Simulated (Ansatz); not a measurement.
This script drives Ansatz 0.2.0 through its Python package.

The script, `dfpt_tise2.py`:
```python
# -*- coding: utf-8 -*-
"""DFPT phonons of TiSe2."""

from pathlib import Path
import argparse

import ansatz as az
from ase import Atoms
import numpy as np

parser = argparse.ArgumentParser(description="DFPT phonons of TiSe2.")
parser.add_argument("--occupations", required=True, help="how the bands are filled")
parser.add_argument("--sigma", type=float, required=True, help="smearing width (eV)")
parser.add_argument("--xc", required=True, help="exchange-correlation functional")
parser.add_argument("--cutoff-ev", type=float, required=True, help="plane-wave cutoff (eV)")
parser.add_argument("--mesh", type=int, nargs=3, default=[12, 12, 4], help="k-point sampling")
args = parser.parse_args()

atoms = Atoms(
    ["Ti", "Se", "Se"],
    scaled_positions=[
        (0.0, 0.0, 0.0),
        (1 / 3, 2 / 3, 0.2552),
        (2 / 3, 1 / 3, 0.7448),
    ],
    cell=[
        (3.536, 0.0, 0.0),
        (-1.768, 3.062266, 0.0),
        (0.0, 0.0, 6.004),
    ],
    pbc=True,
)
system = az.Crystal.from_ase(atoms)

model = (
    system.calculation()
    .occupations(args.occupations, width=args.sigma)
    .functional(args.xc)
    .basis(args.cutoff_ev)
    .kpoints(*args.mesh)
    .phonons("dfpt", points=[(0, 0, 0), (0.5, 0, 0.5), (0.5, 0.5, 0.5)])
)
done = model.run(runs_dir="runs")
ph = done.phonons

for q in ph.qpoints:
    print("q =", np.round(q.q_frac, 3), "1/cm:", " ".join(f"{w:.1f}" for w in q.omega_inv_cm))
```

It is started by `python dfpt_tise2.py --occupations fermi_dirac --sigma 0.1 --xc pbe --cutoff-ev 510.0`. Estimate its wall time and peak memory on 1 thread of Arm Neoverse V1, with other jobs on the host.

It took about 12 min, with a peak of 1.8 GiB, for 1 run of the engine.

```console
$ python dfpt_tise2.py --occupations fermi_dirac --sigma 0.1 --xc pbe --cutoff-ev 510.0
q = [0. 0. 0.] 1/cm: -0.0 0.0 0.0 138.2 138.2 156.6 156.6 196.5 300.2
q = [0.5 0.  0.5] 1/cm: 83.2 97.1 111.7 141.0 141.5 164.6 191.2 202.8 295.1
q = [0.5 0.5 0.5] 1/cm: 83.2 97.1 111.7 141.0 141.5 164.6 191.2 202.8 295.1
```

What to keep in mind:
- The cell isn't relaxed first, so the values belong to this volume.
- No non-analytic term is added, so at the zone centre the longitudinal optical modes of a polar crystal aren't split off.
- The structure is a deposited one; some such entries were measured under pressure or heat, so a shift against it needn't be the functional's error alone.
- The structure is taken as given; imaginary modes can come from an unrelaxed or unstable start.
